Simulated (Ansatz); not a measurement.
Take NaI in the rock salt structure (space group Fm-3m, No. 225; a = 6.402 Å) as the base. Axes: x, y, z lie along the cube axes.

Level of theory: Ansatz (a quantum-chemistry and plane-wave program), PBEsol, PAW, cutoff 420 eV, without spin-orbit coupling.

Perturbation: uniaxial strain ε_zz = +3.00 %, all other strain components held at zero; the atoms relax in the strained cell.

Task: Predict the stress tensor and what it implies for the stiffness.

Result: Stress of the strained cell less that of the base (GPa, compression positive):
```
  -0.21    0.00    0.00
   0.00   -0.21    0.00
   0.00    0.00   -0.89
```

Then −Δσ_ii/ε with ε = 0.0300 gives secant stiffness values (nonlinear terms included at this strain): C33 ≈ 30 GPa.

Stability against distortions was not tested.
